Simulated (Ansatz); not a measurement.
**Sb (Pm-3m) under several functionals**

Plane-wave DFT in Ansatz with scalar-relativistic PAW potentials. The same structure was relaxed (cell and atoms, symmetry kept) in separate runs at each level. This simple cubic form isn't the element's structure at ambient conditions. No spin polarisation.

| level | cutoff (eV) | k mesh | V (Å³/atom) | a (Å) |
| --- | --- | --- | --- | --- |
| PBE+D3(BJ) | 420 | 14×14×14 | 28.698 | 3.062 |
| PBEsol | 420 | 14×14×14 | 28.704 | 3.062 |
| PBE | 420 | 14×14×14 | 30.112 | 3.111 |

Question: Where does r2SCAN (500 eV, k mesh 14×14×14) fall?

Answer: V (Å³/atom) 29.428, a (Å) 3.087. Its volume is between those of PBEsol and PBE. The usual order of volumes, PBEsol < PBE, holds here (28.704, 30.112 Å³/atom). As a rule PBEsol, built on the gradient expansion of slowly varying densities, lies between LDA and PBE; PBE's stronger gradient term for exchange weakens bonds. Adding D3 to PBE changes the volume by -4.7 %; the term is attractive, so it pulls cells in. In metals the pairwise form ignores screening by the conduction electrons and often pulls in too far. r2SCAN lies 2.3 % under PBE in volume.